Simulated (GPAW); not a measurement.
Two runs for the C K edge of atom 2 in SiC (Moissanite 3C, F-43m). Run A: GPAW, PBE, full core hole (charged cell), 16-atom cell with 6.2 Å between holes, 5×5×5 k points, dipole transitions, Gaussian full width 0.9 eV up to 4 eV, rising linearly to 3.5 eV at 25 eV. Run B differs in one choice.

Energy from the lowest empty level; intensity scaled to a mean of 1 over the first 20 eV:

| E (eV) | A | B |
| --- | --- | --- |
| -2.0 | 0.00 | 0.00 |
| -1.0 | 0.00 | 0.00 |
| 0.0 | 0.01 | 0.01 |
| 1.0 | 0.10 | 0.08 |
| 2.0 | 0.48 | 0.37 |
| 3.0 | 1.24 | 1.10 |
| 4.0 | 1.13 | 1.06 |
| 5.0 | 1.11 | 0.88 |
| 6.0 | 1.99 | 1.56 |
| 7.0 | 1.83 | 1.86 |
| 8.0 | 2.15 | 2.05 |
| 9.0 | 1.95 | 2.36 |
| 10.0 | 1.19 | 1.75 |
| 11.0 | 1.23 | 1.18 |
| 12.0 | 1.14 | 1.38 |
| 13.0 | 0.49 | 1.03 |
| 14.0 | 0.26 | 0.45 |
| 15.0 | 0.33 | 0.31 |
| 16.0 | 0.38 | 0.37 |
| 17.0 | 0.49 | 0.39 |
| 18.0 | 0.79 | 0.48 |
| 19.0 | 1.10 | 0.79 |
| 20.0 | 1.08 | 1.14 |
| 21.0 | 0.86 | 1.18 |
| 22.0 | 0.75 | 0.96 |
| 23.0 | 0.72 | 0.79 |
| 24.0 | 0.66 | 0.74 |
| 25.0 | 0.58 | 0.70 |
| 26.0 | 0.54 | 0.63 |
| 27.0 | 0.56 | 0.58 |

Question: What was changed?
a) the k mesh of the field
b) the broadening
c) the size of the supercell
d) the volume of the cell

(d): run B changes the volume scale from 1 to 0.94. The scaled spectrum changes by 23 % r.m.s. A shift of +0.6 eV leaves 11 %. The highest intensity below 16 eV goes from 8.4 eV (2.23) to 9.0 eV (2.36). Other settings could leave a like mark; this is the one that was changed.

[Hosts, paths, dates, database ids (printed as entryN), source tags and the programs' standing remarks are cut or masked in the printed files.]

[Lists of maxima count a maximum above −3 eV only where it reaches 4 % of the highest in the window and stands out from its surroundings by 2 % of it (1.5 % where it reaches 55 %); shoulders and weaker maxima are passed over, and of the rest the first, up to two pre-edge ones and the few strongest are named.]
